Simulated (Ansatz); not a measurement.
InSe/InSe (GaSe type bilayer), computed twice by G0W0.

The cell holds 8 atoms: 4 In and 4 Se. Its edges and angles: a = 3.947 Å, b = 3.947 Å, c = 51.700 Å, α = 90.0°, β = 90.0°, γ = 120.0°. It derives from In1Se1. Regions: layer 1 (InSe), 4 atoms (2 In and 2 Se); layer 2 (InSe), 4 atoms (2 In and 2 Se). Vacuum lies along c.

```xyz
8
Lattice="3.9471 0.0000 0.0000 -1.9735 3.4183 0.0000 0.0000 0.0000 51.7000" Properties=species:S:1:pos:R:3
In    0.0000    2.2788   22.7868
In    0.0000    2.2788   20.0343
Se    1.9735    1.1394   24.0880
Se    1.9735    1.1394   18.7327
In    0.0000    2.2788   31.6657
In    0.0000    2.2788   28.9132
Se    1.9735    1.1394   32.9673
Se    1.9735    1.1394   27.6120
```

The structure was relaxed with PBEsol-D3(BJ). The runs that relaxed it are not among those shown.

The first (Ansatz 0.2.0; start PBEsol, 6×6×1 mesh, 1133 empty bands, screening to 80 eV, PAW set soft_1 files; 1 × NVIDIA H100 80GB HBM3 (shared by 6 runs) with 2 threads of AMD EPYC 7R13 (Zen 3), shared host) gave, on its mesh: starting gap 1.33 eV, G0W0 gap 2.31 eV, mean of 1 + 4πα/V (set by the cell height) 2.65, 2.2 min.

Question: The second changes empty bands from 1133 to 462 and screening cutoff (eV) from 80.0 to 44. What does it give?

It gave: starting gap 1.33 eV, G0W0 gap 2.27 eV, mean of 1 + 4πα/V (set by the cell height) 2.69, 56 s. The G0W0 gap moves by −0.04 eV, +0.00 eV from the start and −0.04 eV from the correction. Σc changes by +0.28 eV at the valence top and +0.24 eV at the conduction bottom, and Σx − Vxc between them by +0.00 eV.

Limits: not at the basis limit; coarse mesh for a sheet; no spin-orbit coupling.

[Paths, hosts, dates, memory and timing lines, banners, echoed tables and standing remarks are left out of the program output.]

[Logs are printed without paths, hosts, clocks, repeated set-up lines and the standing remarks that a program may print on its own settings, such as how far it seeks lower states.]

[Runs of the session that timed out or met a known fault of the program may be left out.]

[Cells called generated may have been cut or substituted from an entry of the Crystallography Open Database or the Materials Project.]

[Hosts, paths, dates, database ids (printed as entryN), source tags and the programs' standing remarks are cut or masked in the printed files.]
